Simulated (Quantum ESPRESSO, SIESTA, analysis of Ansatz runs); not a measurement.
# Al2O3 (R-3c):Si_Al, a ladder of methods on one cell (SIESTA and Quantum ESPRESSO), part 2 of 4

We place the charge-transition levels of Si_Al in Al2O3 (R-3c) with atom-centred orbitals, then repeat the energies at other levels of method to see what holds. Model: a cell of 80 host atoms with 1 Al taken out and 1 Si put in.

SIESTA and Quantum ESPRESSO ; SIESTA numerical-orbital DFT, PBEsol, DZP basis, PseudoDojo 0.4.1 potentials converted to PSML; charged supercells in a uniform background, point-charge correction with alignment at far sites.

So far. Step 2 (Band edges): The gap at this level is 5.88 eV.

## 3. Relaxing each charge state

Level of this step: SIESTA numerical-orbital DFT, PBEsol, DZP basis, PseudoDojo 0.4.1 potentials converted to PSML; relaxation of all atoms of a defect supercell (SIESTA).

Each state starts from the atoms near the defect displaced at random, so that no symmetry of the ideal site is imposed. An odd electron count needs spin polarisation, and the total moment is held fixed to keep the state apart from its neighbours in spin. Charge 0 is shown in full.

defect.fdf

```
SystemName                      Al31SiO48
SystemLabel                     defect
NumberOfSpecies                 3
NumberOfAtoms                   80
%block ChemicalSpeciesLabel
  1   13 Al
  2   14 Si
  3    8 O
%endblock ChemicalSpeciesLabel
LatticeConstant                 1.0 Ang
%block LatticeVectors
     4.798502000     2.770416000     8.688724000
    -4.798502000     2.770416000     8.688724000
     0.000000000    -5.540834000     8.688724000
%endblock LatticeVectors
AtomicCoordinatesFormat         Fractional
%block AtomicCoordinatesAndAtomicSpecies
     0.317409144     0.326305701     0.325014253  1
     0.423257153     0.423013335     0.432091552  2
     0.073649258     0.073649258     0.073649232  1
     0.176350772     0.176350772     0.176350708  1
     0.222387963     0.027611968     0.375000011  3
     0.470937542     0.123706504     0.283644330  3
     0.027611998     0.374999995     0.222387949  3
     0.374999996     0.222387994     0.027611953  3
     0.127170917     0.275682679     0.467793713  3
     0.279770414     0.476561435     0.123444274  3
     0.327215895     0.326083289     0.817679339  1
     0.426350742     0.426350742     0.926350768  1
     0.073649258     0.073649258     0.573649232  1
     0.179199204     0.172707526     0.673044240  1
     0.217469052     0.033016148     0.874153688  3
     0.468271664     0.122070011     0.782128934  3
     0.025344957     0.380882564     0.718580687  3
     0.379530342     0.219958796     0.523105613  3
     0.128299954     0.271430978     0.974481419  3
     0.278603152     0.472993535     0.619370216  3
     0.318344253     0.828742036     0.323488207  1
     0.426350742     0.926350742     0.426350768  1
     0.073649258     0.573649258     0.073649232  1
     0.177946991     0.672012387     0.174378397  1
     0.220291810     0.533584992     0.374377111  3
     0.471742441     0.628819599     0.279630194  3
     0.023560855     0.874678540     0.221446164  3
     0.374675306     0.724413746     0.022065355  3
     0.120960186     0.776734370     0.478365473  3
     0.277981107     0.967918238     0.130591801  3
     0.323649228     0.823649228     0.823649292  1
     0.426350742     0.926350742     0.926350768  1
     0.067628312     0.574419029     0.577513088  1
     0.175304965     0.681758775     0.676269994  1
     0.224000080     0.532296582     0.873211573  3
     0.472388002     0.625000005     0.777612051  3
     0.027611998     0.874999995     0.722387949  3
     0.381302086     0.720272691     0.525511351  3
     0.125000004     0.777612006     0.972388047  3
     0.277612037     0.972388032     0.624999989  3
     0.825569996     0.328157084     0.321734654  1
     0.926350742     0.426350742     0.426350768  1
     0.573649258     0.073649258     0.073649232  1
     0.678075153     0.178712040     0.170070097  1
     0.725376041     0.028771619     0.368795889  3
     0.967155968     0.128087898     0.276295204  3
     0.532861404     0.370625748     0.223654785  3
     0.868992943     0.225058032     0.030939632  3
     0.624717137     0.273888496     0.478338437  3
     0.780507029     0.471907584     0.127919152  3
     0.823649228     0.323649228     0.823649292  1
     0.926350742     0.426350742     0.926350768  1
     0.570675233     0.074687347     0.570465659  1
     0.678349581     0.175972015     0.670839464  1
     0.722387963     0.027611968     0.875000011  3
     0.972388002     0.125000005     0.777612051  3
     0.530298771     0.370467353     0.726699119  3
     0.879072022     0.222777698     0.528460869  3
     0.625000004     0.277612006     0.972388047  3
     0.777612037     0.472388032     0.624999989  3
     0.823649228     0.823649228     0.323649292  1
     0.926350742     0.926350742     0.426350768  1
     0.573854696     0.575758914     0.076841075  1
     0.680363767     0.677927366     0.175979121  1
     0.728310148     0.527392593     0.372339774  3
     0.972388002     0.625000005     0.277612051  3
     0.522392792     0.874504353     0.227522289  3
     0.874999996     0.722387994     0.027611953  3
     0.625000004     0.777612006     0.472388047  3
     0.777612037     0.972388032     0.124999989  3
     0.823649228     0.823649228     0.823649292  1
     0.926350742     0.926350742     0.926350768  1
     0.575044157     0.578596267     0.571543202  1
     0.676350772     0.676350772     0.676350708  1
     0.722722275     0.522094855     0.879857909  3
     0.977602434     0.625408438     0.776405742  3
     0.522543020     0.873810346     0.724461013  3
     0.875017109     0.718333230     0.526376185  3
     0.624607022     0.776702078     0.968361635  3
     0.774881854     0.977537311     0.620914458  3
%endblock AtomicCoordinatesAndAtomicSpecies
%block kgrid.MonkhorstPack
    1   0   0  0.25
    0   1   0  0.25
    0   0   1  0.25
%endblock kgrid.MonkhorstPack
XC.Functional                   GGA
XC.Authors                      PBEsol
PAO.BasisSize                   DZP
PAO.EnergyShift                 0.005 Ry
Mesh.Cutoff                     300 Ry
Spin                            polarized
%block DM.InitSpin
     2   0.200
    18   0.200
    20   0.200
    26   0.200
    49   0.200
%endblock DM.InitSpin
Spin.Fix                        true
Spin.Total                      1.0
OccupationFunction              FD
ElectronicTemperature           0.01 eV
MaxSCFIterations                150
SCF.MustConverge                true
SCF.Mixer.Method                Pulay
SCF.Mixer.Weight                0.1
SCF.Mixer.History               10
SCF.DM.Tolerance                3.0e-4
SCF.H.Tolerance                 3.0e-3 eV
WriteForces                     true
Charge.Mulliken                 end
SaveRho                         true
SaveElectrostaticPotential      true
Charge.Hirshfeld                end
Charge.Voronoi                  end
MD.TypeOfRun                    Broyden
MD.Steps                        90
MD.MaxForceTol                  0.04 eV/Ang
MD.MaxDispl                     0.15 Ang
WriteCoorStep                   true
AtomCoorFormatOut               Fractional
```

Started as:

```bash
$ OMP_NUM_THREADS=1 siesta defect.fdf > defect.out
```

What it wrote:

```text
Version         : 5.4.2

                           ***********************
                           *  WELCOME TO SIESTA  *
                           ***********************

[...]
reinit: Reading from file defect.fdf

reinit: -----------------------------------------------------------------------
reinit: System Name: Al31SiO48
reinit: -----------------------------------------------------------------------
reinit: System Label: defect
reinit: -----------------------------------------------------------------------

[...]
initatom: Reading input for the pseudopotentials and atomic orbitals ----------
Species number:   1 Atomic number:   13 Label: Al
Species number:   2 Atomic number:   14 Label: Si
Species number:   3 Atomic number:    8 Label: O

[... pseudopotential checks and orbital generation ...]

prinput: Basis input

PAO.BasisType split

%block ChemicalSpeciesLabel
    1   13 Al                      # Species index, atomic number, species label
    2   14 Si                      # Species index, atomic number, species label
    3    8 O                       # Species index, atomic number, species label
%endblock ChemicalSpeciesLabel

%block PAO.Basis                 # Define Basis set
# WARNING: This information might be incomplete!
Al                    2                    # Species label, number of l-shells
 n=3   0   2                         # n, l, Nzeta
   6.641      4.635
   1.000      1.000
 n=3   1   2 P   1                   # n, l, Nzeta, Polarization, NzetaPol
   8.738      6.223
   1.000      1.000
Si                    2                    # Species label, number of l-shells
 n=3   0   2                         # n, l, Nzeta
   5.819      3.988
   1.000      1.000
 n=3   1   2 P   1                   # n, l, Nzeta, Polarization, NzetaPol
   7.489      5.207
   1.000      1.000
O                     2                    # Species label, number of l-shells
 n=2   0   2                         # n, l, Nzeta
   3.812      2.360
   1.000      1.000
 n=2   1   2 P   1                   # n, l, Nzeta, Polarization, NzetaPol
[...]
%endblock PAO.Basis

prinput: ----------------------------------------------------------------------

coor:   Atomic-coordinates input format  =     Fractional

[...]
siesta: System type = bulk

initatomlists: Number of atoms, orbitals, and projectors:     80  1040  1200

[... echo of the settings ...]

siesta: k-grid: Number of k-points = 1
siesta: k-points from Monkhorst-Pack grid
siesta: k-cutoff (effective) =     4.799 Ang
siesta: k-point supercell and displacements
siesta: k-grid:     1     0     0      0.250
siesta: k-grid:     0     1     0      0.250
siesta: k-grid:     0     0     1      0.250

diag: Algorithm                                     = D&C
diag: Absolute tolerance                            =  0.100E-15
diag: Orthogonalization factor                      =  0.100E-05

superc: Internal auxiliary supercell:     5 x     5 x     5  =     125
superc: Number of atoms, orbitals, and projectors:  10000 130000 150000

                     ====================================
                        Begin Broyden opt. move =      0
                     ====================================

[...]
superc: Internal auxiliary supercell:     5 x     5 x     5  =     125
superc: Number of atoms, orbitals, and projectors:  10000 130000 150000

outcell: Unit cell vectors (Ang):
        4.798502    2.770416    8.688724
       -4.798502    2.770416    8.688724
        0.000000   -5.540834    8.688724

outcell: Cell vector modules (Ang)   :   10.305084   10.305084   10.305084
outcell: Cell angles (23,13,12) (deg):     55.5038     55.5038     55.5038
outcell: Cell volume (Ang**3)        :    693.0396
[...]
Initializing Density Matrix...

[...]
DM filled with atomic data (user-defined):

InitMesh: MESH = 96 x 96 x 96 = 884736
InitMesh: Mesh cutoff (required, used) =   300.000   337.390 Ry

[...]
iscf     Eharris(eV)        E_KS(eV)     FreeEng(eV)     dDmax     Ef_up Ef_dn(eV) dHmax(eV)
   scf:    1   -23371.257295   -23668.187879   -23668.187879  0.789980 -3.010155-10.434910  7.421570
[...]
scf:    2   -23712.776725   -23691.511368   -23691.511368  0.146749 -3.484326-10.256473  5.507928
[...]
scf:    3   -23734.805100   -23721.306976   -23721.306976  0.367861 -3.402860 -8.861930  2.040593
[...]
scf:    4   -23721.394575   -23721.577839   -23721.577839  0.192028 -2.895865 -8.698069  1.203115
[...]
scf:    5   -23721.676768   -23721.706713   -23721.706713  0.100857 -3.120898 -8.755002  0.388771
[...]
scf:    6   -23721.735482   -23721.728366   -23721.728366  0.021727 -3.098051 -8.740444  0.240726
[...]
scf:    7   -23721.713557   -23721.725854   -23721.725854  0.030490 -3.180529 -8.666621  0.285247
[...]
scf:    8   -23721.738765   -23721.733330   -23721.733330  0.005334 -3.167425 -8.658054  0.098852
[...]
scf:    9   -23721.734405   -23721.733996   -23721.733996  0.002450 -3.163427 -8.655385  0.033554
[...]
scf:   10   -23721.734008   -23721.734004   -23721.734004  0.000728 -3.162965 -8.655128  0.037734
[...]
scf:   11   -23721.734108   -23721.734072   -23721.734072  0.001209 -3.161782 -8.654462  0.005420
[...]
scf:    1   -23722.896528   -23722.861657   -23722.861657  0.008168 -2.745122 -8.727863  0.069154
[...]
scf:    2   -23722.858819   -23722.860945   -23722.860945  0.003924 -2.735224 -8.717409  0.132272
[...]
scf:    3   -23722.862153   -23722.861892   -23722.861892  0.002715 -2.742178 -8.724731  0.007257
[...]
scf:    4   -23722.861901   -23722.861899   -23722.861899  0.000091 -2.742303 -8.724791  0.000789
     spin moment: {S} , |S| = {        0.0        0.0    1.00000 }     1.00000

SCF Convergence by DM+H criterion
[...]
SCF cycle converged after 4 iterations

[...]
siesta: E_KS(eV) =           -23722.8619

siesta: Atomic forces (eV/Ang):
     1    0.000668   -0.004252   -0.036423
     2   -0.000645   -0.000854   -0.026723
     3   -0.000063    0.002469    0.008446
     4   -0.002265   -0.000059    0.007748
     5    0.001314   -0.003837    0.004072
     6    0.013884   -0.012069   -0.013235
     7   -0.009721   -0.000566   -0.005614
     8    0.003744   -0.002385   -0.000939
     9   -0.017645   -0.006277   -0.014130
    10    0.000930    0.009948   -0.019944
[...]
76   -0.006879    0.000690    0.004278
    77    0.004245    0.002476    0.017053
    78    0.000709   -0.001367    0.009325
    79    0.004235    0.005944    0.007229
    80    0.003813    0.004967    0.016545
   Tot   -0.004506    0.008761    0.014723
   Max    0.036423
   Res    0.007693    sqrt( Sum f_i^2 / 3N )
   Max    0.036423    constrained

Stress tensor Voigt[x,y,z,yz,xz,xy] (kbar):      -22.84      -22.88       -8.50       -0.04        0.00       -0.01
[...]
outcoor: Relaxed atomic coordinates (fractional):
    0.32194056    0.32223248    0.32169010   1       1  Al
    0.42485966    0.42510268    0.42474909   2       2  Si
    0.07338915    0.07373920    0.07336911   1       3  Al
    0.17644760    0.17663521    0.17621766   1       4  Al
    0.22236791    0.02790820    0.37498720   3       5  O
    0.47268838    0.12499356    0.27783937   3       6  O
    0.02795346    0.37537976    0.22228499   3       7  O
    0.37525318    0.22264357    0.02747571   3       8  O
    0.12473242    0.27829673    0.47257958   3       9  O
    0.27827768    0.47310120    0.12440179   3      10  O
    0.32475055    0.32283254    0.82338029   1      11  Al
    0.42725495    0.42650084    0.92583907   1      12  Al
    0.07271586    0.07443871    0.57298108   1      13  Al
    0.17486945    0.17698517    0.67731575   1      14  Al
    0.22250300    0.02783587    0.87461898   3      15  O
    0.47310801    0.12515569    0.77651419   3      16  O
    0.02825420    0.37556497    0.72180690   3      17  O
    0.37607468    0.22818590    0.52499951   3      18  O
[...]
0.32245576    0.82378832    0.32462805   1      21  Al
    0.42637077    0.92620993    0.42689605   1      22  Al
    0.07435305    0.57347667    0.07259123   1      23  Al
[...]
0.67934935    0.67647904    0.17601281   1      64  Al
[...]
0.82320530    0.82358258    0.82325539   1      71  Al
    0.92650400    0.92687271    0.92630399   1      72  Al
    0.57364081    0.57370409    0.57347328   1      73  Al
    0.67623090    0.67642401    0.67619501   1      74  Al
[...]
0.97558092    0.62376537    0.77638204   3      76  O
    0.52724053    0.87488516    0.72282101   3      77  O
    0.87460283    0.72323315    0.52738867   3      78  O
    0.62339712    0.77675677    0.97549743   3      79  O
    0.77612693    0.97563693    0.62351349   3      80  O

[...]
siesta: Final energy (eV):
siesta:  Band Struct. =   -5899.073614
siesta:       Kinetic =   15641.408787
siesta:       Hartree =    5800.587293
[...]
siesta:         Exch. =   -5953.479919
siesta:         Corr. =    -532.553528
[...]
siesta:   Exch.-corr. =   -6486.033448
siesta:  Ion-electron =  -25920.060197
siesta:       Ion-ion =  -12758.764334
[...]
siesta:         Total =  -23722.861899
siesta:      Fermi_up =      -2.742303
siesta:      Fermi_dn =      -8.724791

siesta: Stress tensor (static) (eV/Ang**3):
siesta:    -0.014255   -0.000005    0.000000
siesta:    -0.000004   -0.014281   -0.000022
siesta:     0.000000   -0.000022   -0.005302

siesta: Cell volume =        693.039557 Ang**3

siesta: Pressure (static):
siesta:                Solid            Molecule  Units
siesta:           0.00012285          0.00011694  Ry/Bohr**3
siesta:           0.01127971          0.01073662  eV/Ang**3
siesta:          18.07209128         17.20196060  kBar

[...]
mulliken: Qtot =      193.000

[...]
mulliken: Qtot =      192.000

Mulliken Atomic Populations:
Atom #   charge [q] valence [e]      Sz [e]  Species
     1     0.627046    2.372954    0.028634  Al
     2     0.514215    3.485785    0.074816  Si
     3     0.604318    2.395682    0.032646  Al
     4     0.597571    2.402429    0.029153  Al
     5    -0.415974    6.415974    0.001117  O
     6    -0.411581    6.411581    0.001310  O
     7    -0.416256    6.416256    0.001114  O
     8    -0.416091    6.416091    0.001117  O
     9    -0.411213    6.411213    0.001312  O
    10    -0.411364    6.411364    0.001312  O
    11     0.637285    2.362715    0.030671  Al
    12     0.619432    2.380568    0.025860  Al
    13     0.622531    2.377469    0.026059  Al
    14     0.631081    2.368919    0.026846  Al
    15    -0.414242    6.414242    0.001039  O
    16    -0.418078    6.418078    0.001091  O
    17    -0.412507    6.412507    0.001111  O
    18    -0.420083    6.420083    0.002959  O
[...]
21     0.637334    2.362666    0.030801  Al
    22     0.620046    2.379954    0.025915  Al
    23     0.623271    2.376729    0.026027  Al
[...]
64     0.618192    2.381808    0.027042  Al
[...]
71     0.628493    2.371507    0.046420  Al
    72     0.617532    2.382468    0.022324  Al
    73     0.612139    2.387861    0.019032  Al
    74     0.596501    2.403499    0.036075  Al
[...]
76    -0.418094    6.418094    0.000814  O
    77    -0.411935    6.411935    0.000780  O
    78    -0.412238    6.412238    0.000779  O
    79    -0.418229    6.418229    0.000813  O
    80    -0.418086    6.418086    0.000815  O
 Total     0.000000                1.000000

[...]
Job completed
```

It took 2.7 h on 1 MPI rank of Arm Neoverse V1, shared host; peak memory 2.3 GiB.

The steps and moves of this run count from the displaced start.

Relaxation path:

```csv
step,energy less that of the first step (eV),largest force (eV/Å)
0,0.0000,1.4068
1,-0.6587,0.7417
2,-0.9038,0.5676
3,-0.9945,0.4701
4,-1.0537,0.3576
5,-1.0966,0.2232
6,-1.1209,0.1115
7,-1.1228,0.0953
8,-1.1267,0.0544
9,-1.1278,0.0367
```

The atoms that moved most (Å):

```csv
atom,dx,dy,dz,length
O49,-0.104,0.069,-0.056,0.136
O26,0.043,-0.083,-0.083,0.126
O18,-0.056,0.003,0.058,0.081
O25,0.075,-0.010,0.011,0.077
Al54,-0.012,-0.051,0.053,0.074
O47,-0.064,-0.028,0.021,0.073
O58,-0.032,-0.006,-0.061,0.069
O79,-0.006,-0.043,0.052,0.068
```

Neighbours of Si2 at the end:

```csv
atom,distance (Å)
O26,1.789
O20,1.789
O49,1.789
O47,1.904
O25,1.905
O18,1.905
Al1,2.683
Al63,2.827
Al53,2.828
Al33,2.828
```

Energies on the run's own zero. States near gap, by row:

```csv
spin,k,band,energy (eV),filled by count
up,0,189,-9.221,1
up,0,190,-9.199,1
up,0,191,-9.054,1
up,0,192,-9.049,1
up,0,193,-3.002,1
up,0,194,-1.57,0
up,0,195,-1.028,0
up,0,196,-0.3755,0
up,0,197,-0.1839,0
down,0,188,-9.222,1
down,0,189,-9.209,1
down,0,190,-9.186,1
down,0,191,-9.042,1
down,0,192,-9.037,1
down,0,193,-2.95,0
down,0,194,-1.51,0
down,0,195,-0.9644,0
down,0,196,-0.3192,0
```

Spin density in the ac plane at fractional y = 0.426, through the centre, with atoms of Si and O and Al within 0.45 Å of it.

Ten even steps from '0' (-0.01 × 1e-2 e/Å³) to '9' (1.77 × 1e-2 e/Å³), each cell a mean:
```
10000000000001110000000000011
11000000001000110000000000001
11000000000000010000000000000
11111110000000010000000000000
00111222100000000000000000000
00011122111000000000000000000
31000000000000120000000000001
12000000100000010000001100000
00000002792000000000002310000
00000000494000000000000110000
00000000011011000000000000000
10000000134454200000000000011
10000000146457510000000000011
10000000027413730000000000000
11000000004753651000000000000
01000100001366652100000000000
00000111000011221100000000000
00000000000001310000000000000
21000000000001671000000000001
11000001200000021000001100000
00000001330000000000002310000
00000000110000111111000100000
00000000000001111111100000000
10000000000011111111000000111
```
Columns run along a (10.3 Å), rows up along c (10.3 Å). Atoms in or near the plane, at fractional coordinates: Si at (0.42, 0.42), O at (0.03, 0.22), O at (0.28, 0.12), Al at (0.43, 0.93), O at (0.03, 0.72), O at (0.29, 0.62), Al at (0.93, 0.43), O at (0.53, 0.23), O at (0.78, 0.12), Al at (0.93, 0.93), O at (0.53, 0.72), O at (0.78, 0.62).

(Continued in part 3 of 4.)

[Logs are printed without paths, hosts, clocks, repeated set-up lines and the standing remarks that a program may print on its own settings, such as how far it seeks lower states.]

[Hosts, paths, dates, database ids (printed as entryN), source tags and the programs' standing remarks are cut or masked in the printed files.]

[For some hosts the program warned that the k-mesh of the response run may be too coarse for force constants and the static dielectric constant; such warnings are not shown here.]

[Charge tables in the logs are Mulliken or Hirshfeld populations, whose sizes and signs can differ; where basis functions stand at a vacancy, SIESTA counts their charge against the missing atom's valence.]

[In relaxation paths of CP2K, step 0 can be the structure after the first move, since the trajectory file begins there, and the last row can be the final structure solved once more.]
